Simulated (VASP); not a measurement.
Write the native input for VASP 6.6.1 that does the following.

```
Task                   : single point
Functional             : PBEsol
Potentials or basis    : VASP PAW PBE potentials, release 64 (Al)
Cutoff                 : 520 eV
k mesh                 : 22 × 22 × 22
Occupations            : fermi-dirac, width 0.1 eV
Spin                   : no spin polarisation
Dipole correction      : no
Further INCAR settings : ALGO = Normal; EDIFF = 1e-07; NBANDS = 8
```

The structure of Al lies in POSCAR:

```
Al
1.0
   -1.6070768880      1.6070768880      1.6070768880
    1.6070768880     -1.6070768880      1.6070768880
    1.6070768880      1.6070768880     -1.6070768880
Al
1
Direct
    0.0000000000      0.0000000000      0.0000000000
```

This isn't the form of Al at room conditions, which is fcc.

These files were run (other wordings do the same):

INCAR

```
SYSTEM = Al
  ALGO = Normal
  EDIFF = 1E-7
  ENCUT = 520
  GGA = PS
  ISIF = 2
  ISMEAR = -1
  LASPH = .TRUE.
  LCHARG = .FALSE.
  LREAL = .FALSE.
  LWAVE = .FALSE.
  NBANDS = 8
  NELM = 60
  PREC = Accurate
  SIGMA = 0.1
```

KPOINTS

```
k-points
0
G
  22 22 22
  0 0 0
```

Potentials or basis: VASP PAW PBE potentials, release 64 (Al).

Command:

```console
$ cat potpaw_PBE.64/Al/POTCAR > POTCAR
$ mpirun -np 1 vasp_std > vasp.out
```

Results of the run:

The pressure is -0.1 GPa and the band gap on the k mesh is none (metal or under the smearing width).

Caveat: the PAW data sets were made with another functional, which shifts forces and pressure a little.

Run time: 26 s on 1 thread of AMD EPYC 9R14 (Zen 4) (shared host), peak memory 0.13 GiB.
